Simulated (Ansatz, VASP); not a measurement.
**Two plane-wave programs on SiC**

```
CELL_PARAMETERS angstrom
0.00000 2.18986 2.18986
2.18986 0.00000 2.18986
2.18986 2.18986 0.00000
ATOMIC_POSITIONS crystal
Si 0.00000 0.00000 0.00000
C 0.75000 0.75000 0.75000
```

Alike in both runs: task single point; functional PBE; k mesh 12 × 12 × 12; occupations gaussian, width 0.05 eV; no spin polarisation.

```csv
,VASP,Ansatz
version,VASP 6.6.1,Ansatz 0.2.0
potentials or method,"VASP PAW PBE potentials, release 64 (Si, C)","scalar-relativistic, plane waves, PAW"
plane-wave cutoff (eV),520,520
valence electrons in the cell,8,8
```

```tsv
	VASP	Ansatz	Ansatz less VASP
gap on the k mesh at the Fermi level (eV)	1.37	1.37	+0.003
least direct gap on the mesh (eV)	4.53	4.53	+0.004
pressure (GPa)	0.0	0.0	+0.05
```

A k mesh can miss the band edges.
